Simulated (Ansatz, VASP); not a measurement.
# Pt: VASP beside Ansatz

```
Pt
1.0
     2.74984    0.00000    0.00000
    -1.37492    2.38143    0.00000
     0.00000    0.00000    9.88865
Pt
4
Cartesian
  0.0000 1.5876 1.1755
  1.3749 0.7938 6.1198
  0.0000 1.5876 3.7689
  1.3749 0.7938 8.7132
```

Alike in both runs: functional PBE; k mesh 6 × 6 × 2; occupations gaussian, width 0.1 eV; no spin polarisation.

Ansatz relaxed the structure, and its values are those at the end. VASP's run is a single point on that final structure, the one shown.

|  | VASP | Ansatz |
| --- | --- | --- |
| version | VASP 6.6.1 | Ansatz 0.2.0 |
| potentials or method | VASP PAW PBE potentials, release 64 (Pt) | scalar-relativistic, plane waves, PAW |
| plane-wave cutoff (eV) | 520 | 420 |
| valence electrons in the cell | 40 | 72 |

|  | VASP | Ansatz | Ansatz less VASP |
| --- | --- | --- | --- |
| gap on the k mesh at the Fermi level (eV) | none | none | - |
| pressure (GPa) | -0.6 | -0.1 | +0.51 |
| rms of the force components (eV/Å) | 0.004 | 0.000 | -0.0034 |

A gap of «none» marks a metal or a gap that the smearing closes. With one functional, cell and mesh, what is left measures potentials, basis and numerics. The two sets of potentials don't hold the same shells in valence.

Caveats: the k mesh is coarse (spacing up to 0.44 Å⁻¹), so the values aren't converged. The runs have no spin-orbit coupling, so splittings on Pt are missing.
